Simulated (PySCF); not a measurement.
**Reproducing measurements on malononitrile**

**Measured values to compare with.**

NIST CCCBDB Release 22 (SRD 101), experimental dipoles lists, for the gas: dipole moment (microwave Stark effect) 3.73 D.

How close the calculation comes is told at the end.

Malononitrile, C3H2N2.
SMILES with atom numbers: `[N:1]#[C:2][CH2:3][C:4]#[N:5]` (hydrogens: H6, H7 on C3)

Cartesian coordinates in Å at the GFN2-xTB level; atoms count from 1:
```xyz
7
C3H2N2 angstrom
N      0.023    2.224    0.914
C     -0.171    1.176    0.509
C     -0.421   -0.154   -0.005
C      0.787   -0.948    0.065
N      1.739   -1.575    0.118
H     -1.205   -0.632    0.592
H     -0.749   -0.085   -1.048
```

Runs made with PySCF (gas phase, on this GFN2-xTB geometry; no spin–orbit coupling):

| level | job | basis functions | wall time |
| --- | --- | --- | --- |
| PBE0/pcSseg-1 | shieldings, charges and field gradients | 95 | 3.4 s |
| B3LYP/pcJ-1 | spin–spin couplings from 7 perturbed nuclei | 155 | 8.1 s |

Hardware: one thread, x86-64 server (shared host).

Results beside the measurements:

**Dipole moment.** Measured: 3.73 D (NIST CCCBDB Release 22 (SRD 101), experimental dipoles).

```json
{"level": "PBE0/pcSseg-1", "computed (D)": "4.00", "computed − measured (D)": "+0.27", "% (from the printed values)": "+7"}
{"level": "B3LYP/pcJ-1", "computed (D)": "4.00", "computed − measured (D)": "+0.27", "% (from the printed values)": "+7"}
```

The computed dipoles belong to one fixed geometry; measured ones are averaged over vibrations unless marked μe. Magnitudes are compared, not signs.

The geometry is computed, not the measured one. Where a level misses, the cause wasn't examined.
